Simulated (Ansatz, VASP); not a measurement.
# WC (Qusongite) in VASP and in Ansatz

```
CELL_PARAMETERS angstrom
2.90650 0.00000 0.00000
-1.45325 2.51710 0.00000
0.00000 0.00000 2.83660
ATOMIC_POSITIONS crystal
W 0.00000 0.00000 0.00000
C 0.66667 0.33333 0.50000
```

Alike in both runs: task single point; functional PBEsol; k mesh 10 × 10 × 9; occupations fermi-dirac, width 0.05 eV; no spin polarisation.

|  | VASP | Ansatz |
| --- | --- | --- |
| version | VASP 6.6.1 | Ansatz 0.2.0 |
| potentials or method | VASP PAW PBE potentials, release 64 (W_sv, C) | Ansatz PAW |
| plane-wave cutoff (eV) | 520 | 420 |
| valence electrons in the cell | 18 | 18 |

```tsv
	VASP	Ansatz	Ansatz less VASP
gap on the k mesh at the Fermi level (eV)	none	none	-
pressure (GPa)	-2.3	-3.5	-1.24
largest component of the traceless stress (GPa)	0.74	0.95	+0.210
```

A gap of «none» marks a metal or a gap that the smearing closes.

Caveats: the PAW data sets were made with another functional, which shifts forces and pressure a little (VASP); the PAW data sets come from PBE, with cores solved anew for the run's functional, which leaves a small shift of forces and pressure (Ansatz). The runs have no spin-orbit coupling, so splittings on W are missing.
